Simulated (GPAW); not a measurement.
# CdTe (F-43m) in GPAW: notebook

The runs below take CdTe through dielectric tensor, with PBEsol, PBE.

Program: GPAW 26.7.0. These are calculated values, not measurements. Logs are shortened: lines on timing, memory, paths and dates and some standing lists are left out, and cuts for length are marked. The log counts tension as positive stress, the text compression.

**What was measured.**

From a printed reference work, data compilation, for a bulk crystal of CdTe at 0 K: band gap 1.607 eV.

How close the calculation comes is told below.

### Step 1. Starting point

It takes space group F-43m (No. 216, cubic). The conventional cell has a = 6.410 Å, b = 6.410 Å, c = 6.410 Å, α = 90.00°, β = 90.00°, γ = 90.00°. Te (site symmetry -43m) is surrounded by 4 Cd at 2.78 Å. Cd (site symmetry -43m) has 4 Te at 2.78 Å as nearest neighbours.

### Step 2. Dielectric tensor, PBEsol

Contents of run.py:

```python
import numpy as np
from ase.dft.bandgap import bandgap
from ase.io import read, write
from gpaw import GPAW, PW, setup_paths
from gpaw.response.df import DielectricFunction

setup_paths.insert(0, '.')

atoms = read('CdTe.xyz')

calc = GPAW(mode=PW(450),
            xc='PBEsol',
            kpts={'size': (6, 6, 6), 'gamma': True},
            occupations={'name': 'fermi-dirac', 'width': 0.001},
            nbands=18,
            convergence={'density': 1e-06},
            maxiter=150,
            txt='gpaw.txt')
atoms.calc = calc
energy = atoms.get_potential_energy()
calc.write('gs.gpw')
write('result.traj', atoms)
print(f'Energy: {energy:.6f} eV')
print('Fermi level:', round(calc.get_fermi_level(), 4), 'eV')
print(f'Gap: {bandgap(calc)[0]:.4f} eV, direct: {bandgap(calc, direct=True)[0]:.4f} eV')

for size in [(18, 18, 18)]:
    name = 'x'.join(str(n) for n in size)
    dense = calc.fixed_density(kpts={'size': size, 'gamma': True},
                               nbands=35, convergence={'bands': 29, 'eigenstates': 1e-7},
                               update_fermi_level=True, txt=f'dense-{name}.txt')
    dense.write(f'{name}.gpw', mode='all')
    df = DielectricFunction(f'{name}.gpw', frequencies=np.array([0.0]), hilbert=False, eta=0.001,
                            ecut=80, nbands=29, intraband=False, txt=f'df-{name}.txt')
    for xc in ['RPA']:
        for direction in ['x', 'y', 'z', [0, 1, 1], [1, 0, 1], [1, 1, 0]]:
            e0, e = df.get_macroscopic_dielectric_constant(xc=xc, direction=direction)
            print(f'{name} {xc} {direction}: {e0:.4f} without, {e:.4f} with local fields')
```

Contents of CdTe.xyz:

```xyz
2
Lattice="0.0000000000 3.2050000000 3.2050000000 3.2050000000 0.0000000000 3.2050000000 3.2050000000 3.2050000000 0.0000000000" Properties=species:S:1:pos:R:3 pbc="T T T"
Te     4.8075000000      4.8075000000      4.8075000000
Cd     0.0000000000      0.0000000000      0.0000000000
```

Potentials or basis: PAW data sets generated in the run's folder for this functional, pw.

The run is started by

```console
> gpaw-setup -f PBEsol Cd Te
> OMP_NUM_THREADS=1 python run.py
```

gpaw.txt:

```text
__  _  _
 | _ |_)|_||  |
 |__||  | ||/\| - 26.7.0

Input parameters:
  mode=PW(ecut=450.00000000000006),
  convergence={'density': 1e-06},
  kpts=MonkhorstPack(size=(6, 6, 6), gamma=True),
  maxiter=150,
  nbands=18,
  occupations=Occupations(name='fermi-dirac', width=0.001),
  xc=XC(name='PBEsol')

Diagonalizing LCAO Hamiltonian
Converting LCAO to pw mode

                      Te

       Cd

Atoms  # Å, Bohr magnetons
|   | symbol |        x |        y |        z |    initial magnetic moments |
|---|--------|----------|----------|----------|-----------------------------|
| 0 |     Te | 4.807500 | 4.807500 | 4.807500 | ( 0.0000,  0.0000,  0.0000) |
| 1 |     Cd | 0.000000 | 0.000000 | 0.000000 | ( 0.0000,  0.0000,  0.0000) |

Unit cell  # Å
| periodic |        x |        y |        z |  lengths |    angles |
|----------|----------|----------|----------|----------|-----------|
|      yes | 0.000000 | 3.205000 | 3.205000 | 4.532554 | 60.000000 |
|      yes | 3.205000 | 0.000000 | 3.205000 | 4.532554 | 60.000000 |
|      yes | 3.205000 | 3.205000 | 0.000000 | 4.532554 | 60.000000 |

Number of symmetries: 24
Symmetry operations  # r_c * U_cc + t_c -> r_c
|    | kind |            matrix            |
|----|------|------------------------------|
|  0 |  E   |  1, 0, 0,  0, 1, 0,  0, 0, 1 |
|  1 |  σ   |  1, 0, 0,  0, 0, 1,  0, 1, 0 |
|  2 |  σ   |  1, 0,-1,  0, 1,-1,  0, 0,-1 |
|  3 |  C3  |  1, 0,-1,  0, 0,-1,  0, 1,-1 |
|  4 |  C3  |  1,-1, 0,  0,-1, 1,  0,-1, 0 |
|  5 |  σ   |  1,-1, 0,  0,-1, 0,  0,-1, 1 |
|  6 |  σ   |  0, 1, 0,  1, 0, 0,  0, 0, 1 |
|  7 |  C3  |  0, 1, 0,  0, 0, 1,  1, 0, 0 |
|  8 |  C2  |  0, 1,-1,  1, 0,-1,  0, 0,-1 |
|  9 |  S4  |  0, 1,-1,  0, 0,-1,  1, 0,-1 |
| 10 |  C3  |  0, 0, 1,  1, 0, 0,  0, 1, 0 |
| 11 |  σ   |  0, 0, 1,  0, 1, 0,  1, 0, 0 |
| 12 |  S4  |  0, 0,-1,  1, 0,-1,  0, 1,-1 |
| 13 |  C3  |  0, 0,-1,  0, 1,-1,  1, 0,-1 |
| 14 |  S4  |  0,-1, 1,  1,-1, 0,  0,-1, 0 |
| 15 |  C2  |  0,-1, 1,  0,-1, 0,  1,-1, 0 |
| 16 |  C3  |  0,-1, 0,  1,-1, 0,  0,-1, 1 |
| 17 |  S4  |  0,-1, 0,  0,-1, 1,  1,-1, 0 |
| 18 |  S4  | -1, 1, 0, -1, 0, 1, -1, 0, 0 |
| 19 |  C3  | -1, 1, 0, -1, 0, 0, -1, 0, 1 |
| 20 |  C3  | -1, 0, 1, -1, 1, 0, -1, 0, 0 |
| 21 |  S4  | -1, 0, 1, -1, 0, 0, -1, 1, 0 |
| 22 |  σ   | -1, 0, 0, -1, 1, 0, -1, 0, 1 |
| 23 |  C2  | -1, 0, 0, -1, 0, 1, -1, 1, 0 |

BZ-sampling:
  Number of BZ points: 216
  Number of IBZ points: 16

  Monkhorst-Pack size: [6, 6, 6]
  Monkhorst-Pack shift: [0.08333333333333333, 0.08333333333333333, 0.08333333333333333]

K-points  # in reciprocal-cell coordinates
|     |                                coordinates |     weight |
|-----|--------------------------------------------|------------|
|   0 | (  0.00000000,   0.00000000,   0.00000000) | 0.00462963 |
|   1 | (  0.16666667,   0.16666667,   0.00000000) | 0.02777778 |
|   2 | (  0.16666667,   0.16666667,   0.16666667) | 0.03703704 |
|   3 | (  0.33333333,   0.16666667,   0.16666667) | 0.05555556 |
|   4 | (  0.33333333,   0.33333333,  -0.33333333) | 0.05555556 |
|   5 | (  0.33333333,   0.33333333,   0.00000000) | 0.02777778 |
|   6 | (  0.33333333,   0.33333333,   0.16666667) | 0.11111111 |
|   7 | (  0.33333333,   0.33333333,   0.33333333) | 0.03703704 |
|   8 | (  0.50000000,   0.33333333,  -0.33333333) | 0.11111111 |
|   9 | (  0.50000000,   0.33333333,  -0.16666667) | 0.05555556 |
| ... |                                            |            |
|  15 | (  0.50000000,   0.50000000,   0.50000000) | 0.01851852 |

Plane wave coefficients: 1458
Cutoff: 450.00000000000006 eV

Spin-components: 1 (collinear spins)
Bands:           18
Projectors:      11
Spin-degeneracy: 2
Datatype:        complex128

Parallelization:
  kpt:    1
  domain: 1
  band:   1

Density:
  Valence electrons: 18.0
  Components: 1
  Grid points: [24 24 24]
  Charge: 0.0  # |e|

Potential:
  Grid points: [24 24 24]

species:
  Te:
    name:    Tellurium
    Z:       52.0
    valence: 6
    core:    46
    charge:  0.0  # [|e|]
    compensation charges:
      type: gauss
      rc: 0.36  # [Å]
      lmax: 2
    cutoffs:
      filter: 2.09  # [Å]
      core: 3.17  # [Å]
    projectors
    | kind |    occ | energy [eV] | rcut [Å] |
    |------|--------|-------------|----------|
    |   5s |  2.000 |     -15.132 |    1.180 |
    |   5p |  4.000 |      -5.970 |    1.196 |
    |    s |        |      12.080 |    1.180 |
    |    p |        |      21.241 |    1.196 |
    |    d |        |       0.000 |    1.238 |

    Using partial waves for Te as LCAO basis

  Cd:
    name:    Cadmium
    Z:       48.0
    valence: 12
    core:    36
    charge:  0.0  # [|e|]
    compensation charges:
      type: gauss
      rc: 0.38  # [Å]
      lmax: 2
    cutoffs:
      filter: 2.12  # [Å]
      core: 2.62  # [Å]
    projectors
    | kind |    occ | energy [eV] | rcut [Å] |
    |------|--------|-------------|----------|
    |   5s |  2.000 |      -5.696 |    1.191 |
    |   5p |  0.000 |      -1.145 |    1.228 |
    |   4d | 10.000 |     -11.735 |    1.164 |
    |    s |        |      21.516 |    1.191 |
    |    p |        |      26.066 |    1.228 |
    |    d |        |      15.476 |    1.164 |

    Using partial waves for Cd as LCAO basis

Reference energy: -336814.218928  # eV

eigensolver:
  PPCG
  Converge bands: occupied
  niter=2

density mixing:
  MSR1-Mixer
  Pratt-step length: 0.05
  Maximum mixing coefficient: 0.75
  Old densities: 10
  SVD Regularization: 0.005
  Good broyden scale: 1.0
  Trust region scale: 1.0
  Backstep threshold: 4.0
  History deletion threshold: 6.0
  Fourier metric: weight=20.0, sigma=0.015

occupation numbers:
  Fermi-Dirac:
    width: 0.0010  # eV

poisson solver:
  ecut: 3600.0000000000005  # eV

xc functional:
  name: PBEsol with 2 nearest neighbor stencil

convergence criteria:
- Maximum integral of absolute [dens]ity change: 1e-06 electrons / valence electron
- Maximum [total energy] change in last 3 cyles: 0.0005 eV / valence electron
- Maximum integral of absolute [eigenst]ate change: 4e-08 eV^2 / valence electron
maximum number of iterations: 150

SCF iterations
|iter     | |      energy | eigst |  dens |
|---------|-|-------------|-------|-------|
|iter:   1| |   -5.936154 | -0.44 |       |
|iter:   2| |   -5.891841 | -2.41 | -1.28 |
|iter:   3| |   -5.716597 | -1.78 | -1.32 |
|iter:   4| |   -5.713354 | -3.46 | -1.80 |
|iter:   5| |   -5.712581c| -3.86 | -2.26 |
|iter:   6| |   -5.712595c| -5.51 | -3.03 |
|iter:   7| |   -5.712598c| -6.75 | -3.61 |
|iter:   8| |   -5.712598c| -7.89c| -4.48 |
|iter:   9| |   -5.712598c| -8.51c| -5.30 |
|iter:  10| |   -5.712598c| -8.95c| -5.92 |
|iter:  11| |   -5.712598c| -9.35c| -6.37c|

Converged in 11 steps
Energy contributions relative to reference atoms: (reference = -336814.218928)

Energy contributions:
  Kinetic:          18.880955
  Coulomb:         -17.178809
  Zero:              0.276591
  External:          0.000000
  Xc:               -7.691335
  Entropy:          -0.000000
  Spinorbit:         0.000000
  ----------------------------
  Free energy:      -5.712598
  Extrapolated:     -5.712598

dipole moment: (-16.558012, -16.558012, -16.558012)  # |e|*Ang

Fermi level: 4.291
Eigenvalues  # (at kpt = [0.000, 0.000, 0.000])
| band index |      eig [eV] | occ [0-2] |
|------------|---------------|-----------|
|          0 |        -7.447 |     2.000 |
|          1 |        -4.384 |     2.000 |
|          2 |        -4.384 |     2.000 |
|          3 |        -4.384 |     2.000 |
|          4 |        -4.092 |     2.000 |
|          5 |        -4.092 |     2.000 |
[... 10 lines left out ...]
|         16 |        13.932 |     0.000 |
|         17 |        13.932 |     0.000 |

Gap: 0.753 eV
Transition (v -> c):
  (s=0, k=0, n=8, [0.00, 0.00, 0.00]) -> (s=0, k=0, n=9, [0.00, 0.00, 0.00])
No difference between direct/indirect transitions
# Writing to gs.gpw (mode='')
```

Run time: 4.3 min. Hardware: 1 thread of Arm Neoverse V1, shared host; peak memory 0.52 GiB.

Results:

| Quantity | Value |
| --- | --- |
| Free energy | -5.7126 eV |
| Band gap on the k mesh | 0.75 eV, direct |
| Electronic dielectric tensor (diagonal) | 8.26 |

Electronic dielectric tensor:
```
8.26 0.00 0.00
0.00 8.26 0.00
0.00 0.00 8.26
```

Caveat: the long-wavelength limit can be off by several per cent where d states take part; spin-orbit coupling is left out, which moves the levels of the heavy elements.

### Step 3. Dielectric tensor, PBE

Changes to run.py since step 2:

```diff
@@ -3,6 +3,4 @@
 from ase.io import read, write
-from gpaw import GPAW, PW, setup_paths
+from gpaw import GPAW, PW
 from gpaw.response.df import DielectricFunction
-
-setup_paths.insert(0, '.')
 
@@ -11,3 +9,3 @@
 calc = GPAW(mode=PW(450),
-            xc='PBEsol',
+            xc='PBE',
             kpts={'size': (6, 6, 6), 'gamma': True},
```

CdTe.xyz is that of step 2.

Potentials or basis: GPAW PAW data sets (gpaw-data 1.2.1), pw.

The run is started by

```console
> OMP_NUM_THREADS=1 python run.py
```

gpaw.txt:

```text
__  _  _
 | _ |_)|_||  |
 |__||  | ||/\| - 26.7.0

Input parameters:
  mode=PW(ecut=450.00000000000006),
  convergence={'density': 1e-06},
  kpts=MonkhorstPack(size=(6, 6, 6), gamma=True),
  maxiter=150,
  nbands=18,
  occupations=Occupations(name='fermi-dirac', width=0.001),
  xc=XC(name='PBE')

Diagonalizing LCAO Hamiltonian
Converting LCAO to pw mode

                      Te

       Cd

Atoms  # Å, Bohr magnetons
|   | symbol |        x |        y |        z |    initial magnetic moments |
|---|--------|----------|----------|----------|-----------------------------|
| 0 |     Te | 4.807500 | 4.807500 | 4.807500 | ( 0.0000,  0.0000,  0.0000) |
| 1 |     Cd | 0.000000 | 0.000000 | 0.000000 | ( 0.0000,  0.0000,  0.0000) |

Unit cell  # Å
[... 163 lines left out ...]
- Maximum integral of absolute [eigenst]ate change: 4e-08 eV^2 / valence electron
maximum number of iterations: 150

SCF iterations
|iter     | |      energy | eigst |  dens |
|---------|-|-------------|-------|-------|
|iter:   1| |   -5.186472 | -0.44 |       |
|iter:   2| |   -5.142220 | -2.39 | -1.25 |
|iter:   3| |   -4.971439 | -1.78 | -1.30 |
|iter:   4| |   -4.970335 | -3.36 | -1.79 |
|iter:   5| |   -4.969965c| -3.85 | -2.24 |
|iter:   6| |   -4.970003c| -5.50 | -2.95 |
|iter:   7| |   -4.970007c| -6.70 | -3.56 |
|iter:   8| |   -4.970007c| -7.90c| -4.47 |
|iter:   9| |   -4.970007c| -8.41c| -5.33 |
|iter:  10| |   -4.970007c| -8.92c| -5.92 |
|iter:  11| |   -4.970007c| -9.34c| -6.41c|

Converged in 11 steps
Energy contributions relative to reference atoms: (reference = -336963.801770)

Energy contributions:
  Kinetic:          22.401531
  Coulomb:         -20.248127
  Zero:              0.294830
  External:          0.000000
  Xc:               -7.418241
  Entropy:          -0.000000
  Spinorbit:         0.000000
  ----------------------------
  Free energy:      -4.970007
  Extrapolated:     -4.970007

dipole moment: (-16.506113, -16.506113, -16.506113)  # |e|*Ang

Fermi level: 4.434
Eigenvalues  # (at kpt = [0.000, 0.000, 0.000])
| band index |      eig [eV] | occ [0-2] |
|------------|---------------|-----------|
|          0 |        -7.266 |     2.000 |
|          1 |        -4.270 |     2.000 |
|          2 |        -4.270 |     2.000 |
|          3 |        -4.270 |     2.000 |
|          4 |        -3.982 |     2.000 |
|          5 |        -3.982 |     2.000 |
[... 10 lines left out ...]
|         16 |        14.189 |     0.000 |
|         17 |        14.189 |     0.000 |

Gap: 0.868 eV
Transition (v -> c):
  (s=0, k=0, n=8, [0.00, 0.00, 0.00]) -> (s=0, k=0, n=9, [0.00, 0.00, 0.00])
No difference between direct/indirect transitions
# Writing to gs.gpw (mode='')
```

stdout:

```text
Energy: -4.970007 eV
Fermi level: 4.4337 eV
Gap: 0.8685 eV, direct: 0.8685 eV
18x18x18 RPA x: 8.8203 without, 7.8411 with local fields
18x18x18 RPA y: 8.8203 without, 7.8411 with local fields
18x18x18 RPA z: 8.8203 without, 7.8411 with local fields
18x18x18 RPA [0, 1, 1]: 8.8203 without, 7.8411 with local fields
18x18x18 RPA [1, 0, 1]: 8.8203 without, 7.8411 with local fields
18x18x18 RPA [1, 1, 0]: 8.8203 without, 7.8411 with local fields
```

Run time: 4.2 min. Hardware: 1 thread of Arm Neoverse V1, shared host; peak memory 0.52 GiB.

What came out:

| Item | Value |
| --- | --- |
| Free energy | -4.9700 eV |
| Band gap on the k mesh | 0.87 eV, direct |
| Electronic dielectric tensor (diagonal) | 7.84 |

Electronic dielectric tensor:
```
7.84 0.00 0.00
0.00 7.84 0.00
0.00 0.00 7.84
```

Caveat: the long-wavelength limit can be off by several per cent where d states take part; spin-orbit coupling is left out, which moves the levels of the heavy elements.

### Step 4. Comparison with measurements

Step 2. Against the measured gap of CdTe, 1.607 eV (0 K; a printed reference work, data compilation), the calculated 0.75 eV is off by -0.85 eV. Spin-orbit coupling on Cd, Te is left out. The value is that of PBEsol on a finite k mesh, which can miss the band edges, without temperature or zero-point motion. Semilocal functionals fall short of measured gaps as a rule.

Step 3. Measured gap of CdTe: 1.607 eV (0 K; a printed reference work, data compilation). This calculation gives 0.87 eV (-0.74 eV). Spin-orbit coupling on Cd, Te is left out. The value is that of PBE on a finite k mesh, which can miss the band edges, without temperature or zero-point motion. Semilocal functionals fall short of measured gaps as a rule.
